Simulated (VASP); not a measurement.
# From an Ansatz input to VASP: ZnS (strained zincblende)

Ansatz input

```yaml
crystal:
  lattice:
    - [0.0, 2.6940858315, 2.7479675482]
    - [2.6940858315, 0.0, 2.7479675482]
    - [2.6940858315, 2.6940858315, 0.0]
  atoms:
    - { symbol: Zn, position: [0.0, 0.0, 0.0] }
    - { symbol: S, position: [0.25, 0.25, 0.25] }
kpoints:
  mp_grid: { grid: [8, 8, 8] }
  band_path:
    path:
      - [0.0, 0.0, 0.0]
      - [-0.5, -0.5, 0.0]
      - [-0.375, -0.375, 0.25]
      - [-0.375, 0.0, 0.375]
      - [0.0, 0.0, 0.5]
      - [-0.5, -0.25, 0.25]
    npoints: 1
hamiltonian:
  xc: r2scan
scf:
  occupations: { method: fixed }
  n_extra_bands: 4
output:
  forces: true
  stress: true
  eigenvalues: true
```

Task: Write VASP inputs for this cell and level of theory.

Result: 

INCAR

```
EDIFF = 1E-7
ISMEAR = 0
LREAL = .FALSE.
NBANDS = 16
IBRION = -1
ISIF = 2
LASPH = .TRUE.
NELM = 120
SIGMA = 0.01
METAGGA = R2SCAN
LWAVE = .FALSE.
PREC = Accurate
LCHARG = .FALSE.
NSW = 0
ALGO = Normal
ENCUT = 520
```

KPOINTS

```
KPOINTS created by Atomic Simulation Environment
0
Gamma
8 8 8
0 0 0
```

KPOINTS_OPT

```
special points
6
Reciprocal
0.0000000000 0.0000000000 0.0000000000 1
-0.5000000000 -0.5000000000 0.0000000000 1
-0.3750000000 -0.3750000000 0.2500000000 1
-0.3750000000 0.0000000000 0.3750000000 1
0.0000000000 0.0000000000 0.5000000000 1
-0.5000000000 -0.2500000000 0.2500000000 1
```

POSCAR

```
Zn S
 1.0000000000000000
     0.0000000000000000    2.6940858314999998    2.7479675482000001
     2.6940858314999998    0.0000000000000000    2.7479675482000001
     2.6940858314999998    2.6940858314999998    0.0000000000000000
 Zn  S
   1   1
Cartesian
  0.0000000000000000  0.0000000000000000  0.0000000000000000
  1.3470429157499999  1.3470429157499999  1.3739837741000001
```

VASP ran with the recommended PBE PAW datasets (18 valence electrons in the cell). Other inputs would serve too.

```tsv
	Ansatz	VASP
gap between bands v and c	2.59 eV	2.60 eV
least direct gap	2.59 eV	2.60 eV
pressure	-1.5 GPa	-1.4 GPa
```

Each program uses its own PAW datasets. VASP's cell holds 18 valence electrons and Ansatz's 18. Ansatz's stress includes a Pulay correction; VASP's doesn't.
